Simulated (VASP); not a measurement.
Input of a VASP 6.6.1 run:

Contents of INCAR:

```
SYSTEM = Ag
  PREC = Accurate
  ENCUT = 350
  EDIFF = 1E-7
  ISMEAR = 0
  SIGMA = 0.1
  LREAL = .False.
  LASPH = .True.
  NELM = 100
  ALGO = Fast
  ISIF = 2
  LWAVE = .False.
  LCHARG = .False.
  GGA = PE
  NBANDS = 12
```

Contents of KPOINTS:

```
regular mesh
0
Gamma
  12 12 12
  0 0 0
```

POSCAR

```
Ag
1.0
    0.0000000000      2.0427500000      2.0427500000
    2.0427500000      0.0000000000      2.0427500000
    2.0427500000      2.0427500000      0.0000000000
Ag
1
Direct
    0.0000000000      0.0000000000      0.0000000000
```

Potentials or basis: VASP PAW PBE potentials, release 64 (Ag).

Launch:

```console
$ cat potpaw_PBE.64/Ag/POTCAR > POTCAR
$ mpirun -np 1 vasp_std > vasp.out
```

(1) Predict the pressure.

(2) What does it give for the band gap on the k mesh?

Results:

(1) 3.9 GPa.

(2) none (metal or under the smearing width).
